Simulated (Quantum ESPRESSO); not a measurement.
## MgS (Niningerite): dielectric tensor and Born charges under several settings

```
S Mg
1.0
     0.00000    2.60165    2.60165
     2.60165    0.00000    2.60165
     2.60165    2.60165    0.00000
S Mg
1 1
Direct
  0.50000 0.50000 0.50000
  0.00000 0.00000 0.00000
```

All runs used Quantum ESPRESSO 7.5; k mesh 6 × 6 × 6, shifted; given cell; no spin polarisation; cutoff 612 eV; occupations smeared at first, fixed for the response.

```tsv
level	potentials	pressure (GPa)	ε∞ (diagonal)	Born charge of atom 1 (e)
LDA	GBRV 1.5 LDA	-3.4	5.60	-2.34
PBE	GBRV 1.5 PBE	1.0	5.42	-2.33
PBEsol	GBRV 1.5 PBEsol	?	?	?
WC	GBRV 1.5 PBE	-0.7	5.53	-2.33
BLYP	GBRV 1.5 PBE	3.8	5.23	-2.35
AM05	GBRV 1.5 PBE	-0.6	5.54	-2.33
```

**Question.** What stands in the row left open?

**Answer.** Pressure -1.1 GPa; ε∞ 5.54; Born charge of atom 1 -2.33 e.

Caveats: the potentials were made for another functional, which shifts forces and pressure (some runs); the cell is more than 3 GPa from zero pressure, which shifts response properties (some runs).
